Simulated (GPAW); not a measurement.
# KBr (Fm-3m) in GPAW: convergence with plane-wave cutoff (eV)

Aim: find how far plane-wave cutoff (eV) must go before the results for KBr settle, at RPBE. This setting moves, with any that are tied to it; all else stays.

Everything below comes from runs of GPAW 26.7.0. Logs are shortened: lines on timing, memory, paths and dates and some standing lists are left out, and cuts for length are marked. The log counts tension as positive stress, the text compression.

### Step 1. Starting point

It takes space group Fm-3m (No. 225, cubic). The conventional cell has a = 6.600 Å, b = 6.600 Å, c = 6.600 Å, α = 90.00°, β = 90.00°, γ = 90.00°. Br (site symmetry m-3m) is surrounded by 6 K at 3.30 Å. K (site symmetry m-3m) has 6 Br at 3.30 Å as nearest neighbours.

### Step 2. With plane-wave cutoff (eV) 200

run.py

```python
from ase.dft.bandgap import bandgap
from ase.io import read, write
from ase.units import GPa
from gpaw import GPAW, PW

atoms = read('POSCAR')

calc = GPAW(mode=PW(200),
            xc='RPBE',
            kpts={'size': (7, 7, 7), 'gamma': True},
            occupations={'name': 'fermi-dirac', 'width': 0.05},
            nbands=16,
            convergence={'density': 1e-05, 'energy': 1e-05},
            maxiter=100,
            txt='gpaw.txt')
atoms.calc = calc
energy = atoms.get_potential_energy()
forces = atoms.get_forces()
stress = atoms.get_stress()
calc.write('gs.gpw')
write('result.traj', atoms)
print(f'Energy: {energy:.6f} eV')
print('Forces (eV/A):')
print(forces.round(4))
print('Stress (GPa):', (stress / GPa).round(3))
print('Fermi level:', round(calc.get_fermi_level(), 4), 'eV')
print(f'Gap: {bandgap(calc)[0]:.4f} eV, direct: {bandgap(calc, direct=True)[0]:.4f} eV')
```

POSCAR

```
KBr
1.0
    0.0000000000      3.3000000000      3.3000000000
    3.3000000000      0.0000000000      3.3000000000
    3.3000000000      3.3000000000      0.0000000000
Br K
1 1
Direct
    0.5000000000      0.5000000000      0.5000000000
    0.0000000000      0.0000000000      0.0000000000
```

Potentials or basis: the program's PAW data sets (release 1.2.1) made for this functional, pw.

Launch:

```sh
OMP_NUM_THREADS=1 python run.py
```

It took 3.4 s on 1 thread of Arm Neoverse V2, shared host; peak memory 0.12 GiB.

What came out:

```
Free energy            : -5.3531 eV
Pressure               : 1.8 GPa
Band gap on the k mesh : 4.76 eV, direct
```

### Step 3. With plane-wave cutoff (eV) 250

run.py: that of step 2 with these lines changed.

```diff
@@ -7,3 +7,3 @@
 
-calc = GPAW(mode=PW(200),
+calc = GPAW(mode=PW(250),
             xc='RPBE',
```

POSCAR is that of step 2.

Potentials or basis: the program's PAW data sets (release 1.2.1) made for this functional, pw.

Launch:

```sh
OMP_NUM_THREADS=1 python run.py
```

It took 5.5 s on 1 thread of Arm Neoverse V2, shared host; peak memory 0.13 GiB.

Results:

```
Free energy            : -5.5041 eV
Pressure               : 0.4 GPa
Band gap on the k mesh : 4.77 eV, direct
```

### Step 4. With plane-wave cutoff (eV) 300

run.py: that of step 3 with these lines changed.

```diff
@@ -7,3 +7,3 @@
 
-calc = GPAW(mode=PW(250),
+calc = GPAW(mode=PW(300),
             xc='RPBE',
```

POSCAR is that of step 3.

Launch:

```sh
OMP_NUM_THREADS=1 python run.py
```

Wall time 5.1 s (1 thread of Arm Neoverse V2, shared host); peak memory 0.13 GiB.

What came out:

- Free energy: -5.7303 eV
- Pressure: 0.3 GPa
- Band gap on the k mesh: 4.78 eV, direct

### Step 5. With plane-wave cutoff (eV) 350

run.py: that of step 4 with these lines changed.

```diff
@@ -7,3 +7,3 @@
 
-calc = GPAW(mode=PW(300),
+calc = GPAW(mode=PW(350),
             xc='RPBE',
```

POSCAR is that of step 4.

Launch:

```sh
OMP_NUM_THREADS=1 python run.py
```

It took 7.8 s on 1 thread of Arm Neoverse V2, shared host; peak memory 0.14 GiB.

Results:

```
Free energy            : -5.8910 eV
Pressure               : 0.9 GPa
Band gap on the k mesh : 4.78 eV, direct
```

### Step 6. With plane-wave cutoff (eV) 400

run.py: that of step 5 with these lines changed.

```diff
@@ -7,3 +7,3 @@
 
-calc = GPAW(mode=PW(350),
+calc = GPAW(mode=PW(400),
             xc='RPBE',
```

POSCAR is that of step 5.

Potentials or basis: the program's PAW data sets (release 1.2.1) made for this functional, pw.

Launch:

```sh
OMP_NUM_THREADS=1 python run.py
```

Wall time 9 s (1 thread of Arm Neoverse V2, shared host); peak memory 0.14 GiB.

What came out:

- Free energy: -5.9718 eV
- Pressure: 1.5 GPa
- Band gap on the k mesh: 4.78 eV, direct

### Step 7. With plane-wave cutoff (eV) 500

run.py: that of step 6 with these lines changed.

```diff
@@ -7,3 +7,3 @@
 
-calc = GPAW(mode=PW(400),
+calc = GPAW(mode=PW(500),
             xc='RPBE',
```

POSCAR is that of step 6.

Launch:

```sh
OMP_NUM_THREADS=1 python run.py
```

Wall time 9.5 s (1 thread of Arm Neoverse V2, shared host); peak memory 0.15 GiB.

Results (log left out):

```yaml
Free_energy: -6.0183 eV
Pressure: 2.0 GPa
Band_gap_on_the_k_mesh: 4.78 eV, direct
```

### Step 8. With plane-wave cutoff (eV) 600

run.py: that of step 7 with these lines changed.

```diff
@@ -7,3 +7,3 @@
 
-calc = GPAW(mode=PW(500),
+calc = GPAW(mode=PW(600),
             xc='RPBE',
```

POSCAR is that of step 7.

Launch:

```sh
OMP_NUM_THREADS=1 python run.py
```

Wall time 14 s (1 thread of Arm Neoverse V2, shared host); peak memory 0.16 GiB.

It converged, with:

- Free energy: -6.0235 eV
- Pressure: 2.1 GPa
- Band gap on the k mesh: 4.78 eV, direct

### Step 9. With plane-wave cutoff (eV) 800

run.py: that of step 8 with these lines changed.

```diff
@@ -7,3 +7,3 @@
 
-calc = GPAW(mode=PW(600),
+calc = GPAW(mode=PW(800),
             xc='RPBE',
```

POSCAR is that of step 8.

Potentials or basis: the program's PAW data sets (release 1.2.1) made for this functional, pw.

Launch:

```sh
OMP_NUM_THREADS=1 python run.py
```

Wall time 17 s (1 thread of Arm Neoverse V2, shared host); peak memory 0.2 GiB.

Results (log left out):

```yaml
Free_energy: -6.0236 eV
Pressure: 2.1 GPa
Band_gap_on_the_k_mesh: 4.78 eV, direct
```

### Step 10. With plane-wave cutoff (eV) 1000

run.py: that of step 9 with these lines changed.

```diff
@@ -7,3 +7,3 @@
 
-calc = GPAW(mode=PW(800),
+calc = GPAW(mode=PW(1000),
             xc='RPBE',
```

POSCAR is that of step 9.

Potentials or basis: the program's PAW data sets (release 1.2.1) made for this functional, pw.

Launch:

```sh
OMP_NUM_THREADS=1 python run.py
```

gpaw.txt:

```text
__  _  _
 | _ |_)|_||  |
 |__||  | ||/\| - 26.7.0

Input parameters:
  mode=PW(ecut=1000.0),
  convergence={'density': 1e-05, 'energy': 1e-05},
  kpts=MonkhorstPack(size=(7, 7, 7), gamma=True),
  maxiter=100,
  nbands=16,
  occupations=Occupations(name='fermi-dirac', width=0.05),
  xc=XC(name='RPBE')

Diagonalizing LCAO Hamiltonian
Converting LCAO to pw mode

                 Br

       K

Atoms  # Å, Bohr magnetons
|   | symbol |        x |        y |        z |    initial magnetic moments |
|---|--------|----------|----------|----------|-----------------------------|
| 0 |     Br | 3.300000 | 3.300000 | 3.300000 | ( 0.0000,  0.0000,  0.0000) |
| 1 |      K | 0.000000 | 0.000000 | 0.000000 | ( 0.0000,  0.0000,  0.0000) |

Unit cell  # Å
| periodic |        x |        y |        z |  lengths |    angles |
|----------|----------|----------|----------|----------|-----------|
|      yes | 0.000000 | 3.300000 | 3.300000 | 4.666905 | 60.000000 |
|      yes | 3.300000 | 0.000000 | 3.300000 | 4.666905 | 60.000000 |
|      yes | 3.300000 | 3.300000 | 0.000000 | 4.666905 | 60.000000 |

Number of symmetries: 48
Symmetry operations  # r_c * U_cc + t_c -> r_c
|    | kind |            matrix            |
|----|------|------------------------------|
|  0 |  σ   |  1, 0, 0,  1, 0,-1,  1,-1, 0 |
|  1 |  C2  |  1, 0, 0,  1,-1, 0,  1, 0,-1 |
|  2 |  E   |  1, 0, 0,  0, 1, 0,  0, 0, 1 |
|  3 |  σ   |  1, 0, 0,  0, 0, 1,  0, 1, 0 |
|  4 |  C4  |  1, 0,-1,  1, 0, 0,  1,-1, 0 |
|  5 |  S6  |  1, 0,-1,  1,-1, 0,  1, 0, 0 |
|  6 |  σ   |  1, 0,-1,  0, 1,-1,  0, 0,-1 |
|  7 |  C3  |  1, 0,-1,  0, 0,-1,  0, 1,-1 |
|  8 |  S6  |  1,-1, 0,  1, 0, 0,  1, 0,-1 |
|  9 |  C4  |  1,-1, 0,  1, 0,-1,  1, 0, 0 |
| 10 |  C3  |  1,-1, 0,  0,-1, 1,  0,-1, 0 |
| 11 |  σ   |  1,-1, 0,  0,-1, 0,  0,-1, 1 |
| 12 |  σ   |  0, 1, 0,  1, 0, 0,  0, 0, 1 |
| 13 |  C4  |  0, 1, 0,  0, 1,-1, -1, 1, 0 |
| 14 |  C3  |  0, 1, 0,  0, 0, 1,  1, 0, 0 |
| 15 |  S6  |  0, 1, 0, -1, 1, 0,  0, 1,-1 |
| 16 |  C2  |  0, 1,-1,  1, 0,-1,  0, 0,-1 |
| 17 |  σ   |  0, 1,-1,  0, 1, 0, -1, 1, 0 |
| 18 |  S4  |  0, 1,-1,  0, 0,-1,  1, 0,-1 |
| 19 |  C4  |  0, 1,-1, -1, 1, 0,  0, 1, 0 |
| 20 |  C3  |  0, 0, 1,  1, 0, 0,  0, 1, 0 |
| 21 |  σ   |  0, 0, 1,  0, 1, 0,  1, 0, 0 |
| 22 |  S6  |  0, 0, 1,  0,-1, 1, -1, 0, 1 |
| 23 |  C4  |  0, 0, 1, -1, 0, 1,  0,-1, 1 |
| 24 |  S4  |  0, 0,-1,  1, 0,-1,  0, 1,-1 |
| 25 |  C3  |  0, 0,-1,  0, 1,-1,  1, 0,-1 |
| 26 |  C2  |  0, 0,-1,  0,-1, 0, -1, 0, 0 |
| 27 |  S6  |  0, 0,-1, -1, 0, 0,  0,-1, 0 |
| 28 |  S4  |  0,-1, 1,  1,-1, 0,  0,-1, 0 |
| 29 |  C4  |  0,-1, 1,  0, 0, 1, -1, 0, 1 |
| 30 |  C2  |  0,-1, 1,  0,-1, 0,  1,-1, 0 |
| 31 |  σ   |  0,-1, 1, -1, 0, 1,  0, 0, 1 |
| 32 |  C3  |  0,-1, 0,  1,-1, 0,  0,-1, 1 |
| 33 |  S6  |  0,-1, 0,  0, 0,-1, -1, 0, 0 |
| 34 |  S4  |  0,-1, 0,  0,-1, 1,  1,-1, 0 |
| 35 |  C2  |  0,-1, 0, -1, 0, 0,  0, 0,-1 |
| 36 |  C2  | -1, 1, 0,  0, 1, 0,  0, 1,-1 |
| 37 |  S6  | -1, 1, 0,  0, 1,-1,  0, 1, 0 |
| 38 |  S4  | -1, 1, 0, -1, 0, 1, -1, 0, 0 |
| 39 |  C3  | -1, 1, 0, -1, 0, 0, -1, 0, 1 |
| 40 |  S6  | -1, 0, 1,  0, 0, 1,  0,-1, 1 |
| 41 |  C2  | -1, 0, 1,  0,-1, 1,  0, 0, 1 |
| 42 |  C3  | -1, 0, 1, -1, 1, 0, -1, 0, 0 |
| 43 |  S4  | -1, 0, 1, -1, 0, 0, -1, 1, 0 |
| 44 |  C2  | -1, 0, 0,  0, 0,-1,  0,-1, 0 |
| 45 |  i   | -1, 0, 0,  0,-1, 0,  0, 0,-1 |
| 46 |  σ   | -1, 0, 0, -1, 1, 0, -1, 0, 1 |
| 47 |  C2  | -1, 0, 0, -1, 0, 1, -1, 1, 0 |

BZ-sampling:
  Number of BZ points: 343
  Number of IBZ points: 20

  Monkhorst-Pack size: [7, 7, 7]
  Monkhorst-Pack shift: [0, 0, 0]

K-points  # in reciprocal-cell coordinates
|     |                                coordinates |     weight |
|-----|--------------------------------------------|------------|
|   0 | (  0.00000000,   0.00000000,   0.00000000) | 0.00291545 |
|   1 | (  0.14285714,   0.14285714,   0.00000000) | 0.01749271 |
|   2 | (  0.14285714,   0.14285714,   0.14285714) | 0.02332362 |
|   3 | (  0.28571429,   0.14285714,   0.14285714) | 0.03498542 |
|   4 | (  0.28571429,   0.28571429,   0.00000000) | 0.01749271 |
|   5 | (  0.28571429,   0.28571429,   0.14285714) | 0.06997085 |
|   6 | (  0.28571429,   0.28571429,   0.28571429) | 0.02332362 |
|   7 | (  0.42857143,  -0.28571429,  -0.28571429) | 0.03498542 |
|   8 | (  0.42857143,   0.28571429,  -0.42857143) | 0.13994169 |
|   9 | (  0.42857143,   0.28571429,  -0.28571429) | 0.06997085 |
| ... |                                            |            |
|  19 | (  0.42857143,   0.42857143,   0.42857143) | 0.02332362 |

Plane wave coefficients: 5183
Cutoff: 1000.0 eV

Spin-components: 1 (collinear spins)
Bands:           16
Projectors:      10
Spin-degeneracy: 2
Datatype:        complex128

Parallelization:
  kpt:    1
  domain: 1
  band:   1

Density:
  Valence electrons: 16.0
  Components: 1
  Grid points: [35 35 35]
  Charge: 0.0  # |e|

Potential:
  Grid points: [35 35 35]

species:
  Br:
    name:    Bromine
    Z:       35.0
    valence: 7
    core:    28
    charge:  0.0  # [|e|]
    compensation charges:
      type: gauss
      rc: 0.35  # [Å]
      lmax: 2
    cutoffs:
      filter: 1.98  # [Å]
      core: 2.38  # [Å]
    projectors
    | kind |    occ | energy [eV] | rcut [Å] |
    |------|--------|-------------|----------|
    |   4s |  2.000 |     -20.068 |    1.111 |
    |   4p |  5.000 |      -7.830 |    1.111 |
    |    s |        |       7.144 |    1.111 |
    |    p |        |      19.381 |    1.111 |
    |    d |        |       0.000 |    1.111 |

    Using partial waves for Br as LCAO basis

  K:
    name:    Potassium
    Z:       19.0
    valence: 9
    core:    10
    charge:  0.0  # [|e|]
    compensation charges:
      type: gauss
      rc: 0.35  # [Å]
      lmax: 2
    cutoffs:
      filter: 1.91  # [Å]
      core: 1.27  # [Å]
    projectors
    | kind |    occ | energy [eV] | rcut [Å] |
    |------|--------|-------------|----------|
    |   3s |  2.000 |     -35.407 |    1.122 |
    |   4s |  1.000 |      -2.277 |    1.122 |
    |   3p |  6.000 |     -18.838 |    1.106 |
    |    p |        |       8.374 |    1.106 |
    |    d |        |       0.000 |    0.937 |

    Using partial waves for K as LCAO basis

Reference energy: -87295.434274  # eV

eigensolver:
  PPCG
  Converge bands: occupied
  niter=2

density mixing:
  MSR1-Mixer
  Pratt-step length: 0.05
  Maximum mixing coefficient: 0.75
  Old densities: 10
  SVD Regularization: 0.005
  Good broyden scale: 1.0
  Trust region scale: 1.0
  Backstep threshold: 4.0
  History deletion threshold: 6.0
  Fourier metric: weight=20.0, sigma=0.015

occupation numbers:
  Fermi-Dirac:
    width: 0.0500  # eV

poisson solver:
  ecut: 8000.0  # eV

xc functional:
  name: RPBE with 2 nearest neighbor stencil

convergence criteria:
- Maximum integral of absolute [dens]ity change: 1e-05 electrons / valence electron
- Maximum [total energy] change in last 3 cyles: 1e-05 eV / valence electron
- Maximum integral of absolute [eigenst]ate change: 4e-08 eV^2 / valence electron
maximum number of iterations: 100

SCF iterations
|iter     | |      energy | eigst |  dens |
|---------|-|-------------|-------|-------|
|iter:   1| |   -6.135254 | -0.26 |       |
|iter:   2| |   -6.110923 | -2.38 | -1.30 |
|iter:   3| |   -6.010198 | -1.98 | -1.33 |
|iter:   4| |   -6.018926 | -3.18 | -1.69 |
|iter:   5| |   -6.023338 | -3.77 | -2.04 |
|iter:   6| |   -6.023657 | -4.79 | -2.80 |
|iter:   7| |   -6.023695 | -5.68 | -3.43 |
|iter:   8| |   -6.023701c| -6.27 | -3.92 |
|iter:   9| |   -6.023701c| -7.92c| -4.87 |
|iter:  10| |   -6.023701c| -8.26c| -5.25c|

Converged in 10 steps
Energy contributions relative to reference atoms: (reference = -87295.434274)

Energy contributions:
  Kinetic:           7.013163
  Coulomb:          -5.802779
  Zero:             -0.698292
  External:          0.000000
  Xc:               -6.535793
  Entropy:           0.000000
  Spinorbit:         0.000000
  ----------------------------
  Free energy:      -6.023701
  Extrapolated:     -6.023701

dipole moment: (-24.103977, -24.103977, -24.103977)  # |e|*Ang

Fermi level: 1.801
Eigenvalues  # (at kpt = [0.000, 0.000, 0.000])
| band index |      eig [eV] | occ [0-2] |
|------------|---------------|-----------|
|          0 |       -27.933 |     2.000 |
|          1 |       -12.295 |     2.000 |
|          2 |       -11.393 |     2.000 |
|          3 |       -11.393 |     2.000 |
|          4 |       -11.393 |     2.000 |
|          5 |        -0.064 |     2.000 |
|          6 |        -0.064 |     2.000 |
|          7 |        -0.064 |     2.000 |
|          8 |         4.713 |     0.000 |
|          9 |         7.723 |     0.000 |
|         10 |         7.723 |     0.000 |
|         11 |         7.723 |     0.000 |
|         12 |         8.470 |     0.000 |
|         13 |         8.470 |     0.000 |
|         14 |        11.954 |     0.000 |
|         15 |        15.824 |     0.000 |

Gap: 4.777 eV
Transition (v -> c):
  (s=0, k=0, n=7, [0.00, 0.00, 0.00]) -> (s=0, k=0, n=8, [0.00, 0.00, 0.00])
No difference between direct/indirect transitions

Forces  # eV/Ang
|        x |        y |        z |
|----------|----------|----------|
| -0.00000 |  0.00000 |  0.00000 |  # Br   0
|  0.00000 | -0.00000 | -0.00000 |  # K    1

Stress tensor  # eV/Ang^3
|         x |         y |         z |
|-----------|-----------|-----------|
| -0.013150 |  0.000000 |  0.000000 |
|  0.000000 | -0.013150 |  0.000000 |
|  0.000000 |  0.000000 | -0.013150 |

# Writing to gs.gpw (mode='')
```

It took 31 s on 1 thread of Arm Neoverse V2, shared host; peak memory 0.23 GiB.

Results:

| Item | Value |
| --- | --- |
| Free energy | -6.0237 eV |
| Pressure | 2.1 GPa |
| Band gap on the k mesh | 4.78 eV, direct |

### Step 11. Result

```csv
plane-wave cutoff (eV),"energy less the tightest run, at zero smearing (meV/atom)",pressure (GPa),gap on the mesh (eV),SCF cycles,CPU time (s),peak memory (GiB)
200,335.30,1.77,4.758,10,3.4,0.12
250,259.81,0.42,4.765,10,5.5,0.13
300,146.69,0.30,4.779,10,5.1,0.13
350,66.34,0.91,4.780,10,7.8,0.14
400,25.96,1.50,4.778,10,9,0.14
500,2.70,2.01,4.777,10,9.4,0.15
600,0.10,2.10,4.778,10,14,0.16
800,0.03,2.11,4.777,10,17,0.2
1000,0.00,2.11,4.777,10,31,0.23
```

Against the tightest run, the energy stays within 1 meV/atom from 600 on; the pressure stays within 0.1 GPa from 500 on; the gap on the mesh stays within 0.01 eV from 300 on. The tightest run that finished is the yardstick and may itself not be fully converged.

Caveats: an odd mesh through Γ misses points on the zone boundary, where band edges often lie.
